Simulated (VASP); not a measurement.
Crystal: AlAu2.

```
Au Al
1.0
    -1.67151    1.67151    4.39908
     1.67151   -1.67151    4.39908
     1.67151    1.67151   -4.39908
Au Al
2 1
Direct
  0.34373 0.34373 0.00000
  0.65627 0.65627 0.00000
  0.00000 0.00000 0.00000
```

The cell comes from a database or a generator and needn't be the stable form of this composition.

| Item | Value |
| --- | --- |
| Program | VASP 6.6.1 |
| Task | single point |
| Functional | PBEsol |
| Potentials or basis | VASP PAW PBE potentials, release 64 (Au, Al) |
| Cutoff | 520 eV |
| k mesh | 11 × 11 × 11 |
| Occupations | fermi-dirac, width 0.05 eV |
| Spin | no spin polarisation |

On this cell: pressure -2.5 GPa; largest force 0.057 eV/Å; band gap on the k mesh none (metal or under the smearing width).

The same run follows on a disturbed copy (atoms moved at random, drawn with an rms of 0.05 Å):

```
Au Al
1.0
    -1.67151    1.67151    4.39908
     1.67151   -1.67151    4.39908
     1.67151    1.67151   -4.39908
Au Al
2 1
Direct
  0.33936 0.33511 0.99884
  0.66462 0.64628 0.99564
  0.99264 0.99076 0.98929
```

Task: What does the disturbed cell give?

Result: The energy (extrapolated to zero smearing) moves by +5.2 meV/atom; pressure -2.6 GPa; largest force 0.463 eV/Å; band gap on the k mesh none (metal or under the smearing width).

Forces in eV/Å, atoms in the order of the input:
```
Au  -0.093  0.016  0.425
Au   0.099 -0.103 -0.440
Al  -0.007  0.086  0.016
```

Stress tensor (GPa, compression positive):
```
-1.77 -0.04 -0.36
-0.04 -1.77  0.23
-0.36  0.23 -4.12
```

Caveats: the PAW data sets were made with another functional, which shifts forces and pressure a little.
